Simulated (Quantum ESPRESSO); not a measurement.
The system is Ta.

```xyz
2
Lattice="2.9004 0.0000 0.0000 -1.4502 2.5118 0.0000 0.0000 0.0000 5.1663" Properties=species:S:1:pos:R:3 pbc="T T T"
Ta    0.0000    1.6745    1.2916
Ta    1.4502    0.8373    3.8747
```

This isn't the form of Ta at room conditions, which is bcc.

```yaml
Program: Quantum ESPRESSO 7.5
Task: single point
Functional: PBEsol
Potentials_or_basis: GBRV 1.5 PBEsol
Cutoff: 762 eV
Density_cutoff: 6095 eV
k_mesh: 11 × 11 × 5
Occupations: fermi-dirac, width 0.05 eV
Spin: no spin polarisation
```

On this cell: pressure -7.5 GPa; largest force under 0.003 eV/Å; band gap on the k mesh none (metal or under the smearing width).

The same run follows on a disturbed copy (atoms moved at random, drawn with an rms of 0.05 Å):

```xyz
2
Lattice="2.9004 0.0000 0.0000 -1.4502 2.5118 0.0000 0.0000 0.0000 5.1663" Properties=species:S:1:pos:R:3 pbc="T T T"
Ta   -0.0172    1.6891    1.2547
Ta    1.4505    0.8163    3.9226
```

Q: What does the disturbed cell give?

A: The energy (extrapolated to zero smearing) moves by +18.3 meV/atom; pressure -6.9 GPa; largest force 0.893 eV/Å; band gap on the k mesh none (metal or under the smearing width).

Forces on the atoms (eV/Å):
```
Ta  -0.023  0.040  0.891
Ta   0.023 -0.040 -0.891
```

Stress tensor (GPa, compression positive):
```
-8.40  0.30 -0.07
 0.30 -7.03  0.14
-0.07  0.14 -5.35
```
